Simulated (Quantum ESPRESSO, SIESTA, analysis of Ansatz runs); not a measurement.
# AlN (P6_3mc):Al_i (6-fold void), a ladder of methods on one cell (SIESTA)

Question: at which Fermi levels does Al_i (6-fold void) in AlN (P6_3mc) change its charge, and how much of the answer depends on the k-points? The model is a cell of 72 host atoms with 1 Al put in.

Calculated with SIESTA 5.4.2; SIESTA numerical-orbital DFT, PBEsol, DZP basis, PseudoDojo 0.4.1 potentials converted to PSML; charged supercells in a uniform background, point-charge correction with alignment at far sites; the defect is named by its starting site, which the atom put in leaves on relaxing, at some charges or all.

## Step 1: The starting structure

The cell holds 73 atoms: 37 Al and 36 N. Cell: a = 9.367 Å, b = 9.367 Å, c = 10.011 Å, α = 90.0°, β = 90.0°, γ = 120.0°. It derives from AlN (space group P6_3mc). Nearest the centre at fractional (0.667, 0.667, 0.345): Al73 at 0.00 Å, N67 at 2.04 Å, N43 at 2.04 Å, N35 at 2.04 Å, Al65 at 2.04 Å, Al33 at 2.04 Å, Al41 at 2.04 Å, Al66 at 2.38 Å.

Structure file:

```xyz
73
Lattice="9.3671 0.0000 0.0000 -4.6835 8.1121 0.0000 0.0000 0.0000 10.0108" Properties=species:S:1:pos:R:3 pbc="T T T"
Al    1.5612    0.9013    2.4990
Al    0.0000    1.8027    5.0017
N     1.5612    0.9013    4.4083
N     0.0000    1.8027    1.9056
Al    1.5612    0.9013    7.5044
Al    0.0000    1.8027   10.0071
N     1.5612    0.9013    9.4138
N     0.0000    1.8027    6.9110
Al    0.0000    3.6054    2.4990
Al   -1.5612    4.5067    5.0017
N     0.0000    3.6054    4.4083
N    -1.5612    4.5067    1.9056
Al    0.0000    3.6054    7.5044
Al   -1.5612    4.5067   10.0071
N     0.0000    3.6054    9.4138
N    -1.5612    4.5067    6.9110
Al   -1.5612    6.3094    2.4990
Al   -3.1224    7.2108    5.0017
N    -1.5612    6.3094    4.4083
N    -3.1224    7.2108    1.9056
Al   -1.5612    6.3094    7.5044
Al   -3.1224    7.2108   10.0071
N    -1.5612    6.3094    9.4138
N    -3.1224    7.2108    6.9110
Al    4.6835    0.9013    2.4990
Al    3.1224    1.8027    5.0017
N     4.6835    0.9013    4.4083
N     3.1223    1.8027    1.9056
Al    4.6835    0.9013    7.5044
Al    3.1224    1.8027   10.0071
N     4.6835    0.9013    9.4138
N     3.1223    1.8027    6.9110
Al    3.1223    3.6054    2.4990
Al    1.5612    4.5067    5.0017
N     3.1223    3.6054    4.4083
N     1.5612    4.5067    1.9056
Al    3.1223    3.6054    7.5044
Al    1.5612    4.5067   10.0071
N     3.1223    3.6054    9.4138
N     1.5612    4.5067    6.9110
Al    1.5612    6.3094    2.4990
Al    0.0000    7.2107    5.0017
N     1.5612    6.3094    4.4083
N     0.0000    7.2108    1.9056
Al    1.5612    6.3094    7.5044
Al    0.0000    7.2107   10.0071
N     1.5612    6.3094    9.4138
N     0.0000    7.2108    6.9110
Al    7.8059    0.9013    2.4990
Al    6.2447    1.8027    5.0017
N     7.8059    0.9013    4.4083
N     6.2447    1.8027    1.9056
Al    7.8059    0.9013    7.5044
Al    6.2447    1.8027   10.0071
N     7.8059    0.9013    9.4138
N     6.2447    1.8027    6.9110
Al    6.2447    3.6054    2.4990
Al    4.6835    4.5067    5.0017
N     6.2447    3.6054    4.4083
N     4.6835    4.5067    1.9056
Al    6.2447    3.6054    7.5044
Al    4.6835    4.5067   10.0071
N     6.2447    3.6054    9.4138
N     4.6835    4.5067    6.9110
Al    4.6835    6.3094    2.4990
Al    3.1223    7.2107    5.0017
N     4.6835    6.3094    4.4083
N     3.1223    7.2107    1.9056
Al    4.6835    6.3094    7.5044
Al    3.1223    7.2107   10.0071
N     4.6835    6.3094    9.4138
N     3.1223    7.2107    6.9110
Al    3.1223    5.4081    3.4537
```

The host's dielectric constants go in as inputs: (4.46, 4.46, 4.69) for the electrons alone, (8.01, 8.01, 9.50) with the ions, from a response run on this crystal (DFPT, PBEsol, Quantum ESPRESSO) at that run's own cell.

The cell's shortest repeat is 9.4 Å.

The primitive cell was relaxed at this level beforehand, to 42.26 Å³.

The defect-free supercell was relaxed beforehand, from displaced atoms: they ended at most 0.01 Å from the sites they started about, so the symmetric structure holds.

## Step 2: Band edges

Levels are counted from the valence top, which comes from the unit cell, dense mesh; the energy of the host comes from the defect-free supercell at the defects' own k-points, so that the host's part of the sampling error cancels.

Contents of host.fdf:

```
SystemName                      AlN
SystemLabel                     host
NumberOfSpecies                 2
NumberOfAtoms                   4
%block ChemicalSpeciesLabel
  1   13 Al
  2    7 N
%endblock ChemicalSpeciesLabel
LatticeConstant                 1.0 Ang
%block LatticeVectors
     3.122353000    -0.000006000     0.000000000
    -1.561181000     2.704034000     0.000000000
     0.000000000     0.000000000     5.005415000
%endblock LatticeVectors
AtomicCoordinatesFormat         Fractional
%block AtomicCoordinatesAndAtomicSpecies
     0.666665682     0.333334566     0.499261899  1
     0.333334318     0.666665434     0.999261799  1
     0.666667319     0.333332717     0.880714386  2
     0.333332681     0.666667283     0.380714486  2
%endblock AtomicCoordinatesAndAtomicSpecies
%block kgrid.MonkhorstPack
   12   0   0  0.00
    0  12   0  0.00
    0   0   6  0.00
%endblock kgrid.MonkhorstPack
XC.Functional                   GGA
XC.Authors                      PBEsol
PAO.BasisSize                   DZP
PAO.EnergyShift                 0.005 Ry
Mesh.Cutoff                     300 Ry
OccupationFunction              FD
ElectronicTemperature           0.01 eV
MaxSCFIterations                150
SCF.MustConverge                true
SCF.Mixer.Method                Pulay
SCF.Mixer.Weight                0.2
SCF.Mixer.History               10
SCF.DM.Tolerance                1.0e-4
SCF.H.Tolerance                 1.0e-3 eV
WriteForces                     true
Charge.Mulliken                 end
```

The run is started by

```console
> OMP_NUM_THREADS=1 siesta host.fdf > host.out
```

The log of the run:

```text
Version         : 5.4.2

                           ***********************
                           *  WELCOME TO SIESTA  *
                           ***********************

[...]
reinit: Reading from file host.fdf

reinit: -----------------------------------------------------------------------
reinit: System Name: AlN
reinit: -----------------------------------------------------------------------
reinit: System Label: host
reinit: -----------------------------------------------------------------------

initatom: Reading input for the pseudopotentials and atomic orbitals ----------
Species number:   1 Atomic number:   13 Label: Al
Species number:   2 Atomic number:    7 Label: N

[... pseudopotential checks and orbital generation ...]

prinput: Basis input

PAO.BasisType split

%block ChemicalSpeciesLabel
    1   13 Al                      # Species index, atomic number, species label
    2    7 N                       # Species index, atomic number, species label
%endblock ChemicalSpeciesLabel

%block PAO.Basis                 # Define Basis set
# WARNING: This information might be incomplete!
[...]
(Free)E + p*V (eV/cell)     -693.9155
Target enthalpy (eV/cell)     -693.9241
[...]
siesta: Final energy (eV):
siesta:  Band Struct. =    -214.954279
siesta:       Kinetic =     440.615373
siesta:       Hartree =     152.955617
siesta:         Exch. =    -206.292368
siesta:         Corr. =     -22.097524
siesta:   Exch.-corr. =    -228.389891
siesta:  Ion-electron =    -712.026078
siesta:       Ion-ion =    -347.079087
siesta:         Total =    -693.924066
siesta:         Fermi =      -6.458075
[...]
siesta: Stress tensor (static) (eV/Ang**3):
siesta:    -0.000547    0.000008   -0.000000
siesta:     0.000008   -0.000538    0.000000
siesta:    -0.000000    0.000000    0.000479
[...]
siesta: Cell volume =         42.260415 Ang**3
[...]
siesta: Pressure (static):
siesta:                Solid            Molecule  Units
siesta:           0.00000220          0.00000216  Ry/Bohr**3
siesta:           0.00020212          0.00019799  eV/Ang**3
siesta:           0.32383567          0.31722074  kBar
[...]
mulliken: Qtot =       16.000

Mulliken Atomic Populations:
Atom #   charge [q] valence [e]  Species
     1     0.213178    2.786822  Al
     2     0.213179    2.786821  Al
     3    -0.213178    5.213178  N
     4    -0.213178    5.213178  N
 Total    -0.000000

Job completed
```

Run time: 59 s. Hardware: 1 MPI rank of Arm Neoverse V1, shared host; peak memory 0.25 GiB.

The gap at this level is 4.15 eV.

Test of the sampling: at one point at (¼, ¼, ¼) the host's energy lies 16 meV an atom below its value on the primitive cell's dense mesh, close enough for the relaxations, while formation energies at this sampling may be off by a tenth of an eV or more.

(Part 1 of 3 ends here.)

[Logs are printed without paths, hosts, clocks, repeated set-up lines and the standing remarks that a program may print on its own settings, such as how far it seeks lower states.]

[Hosts, paths, dates, database ids (printed as entryN), source tags and the programs' standing remarks are cut or masked in the printed files.]

[For some hosts the program warned that the k-mesh of the response run may be too coarse for force constants and the static dielectric constant; such warnings are not shown here.]

[Charge tables in the logs are Mulliken or Hirshfeld populations, whose sizes and signs can differ; where basis functions stand at a vacancy, SIESTA counts their charge against the missing atom's valence.]

[In relaxation paths of CP2K, step 0 can be the structure after the first move, since the trajectory file begins there, and the last row can be the final structure solved once more.]
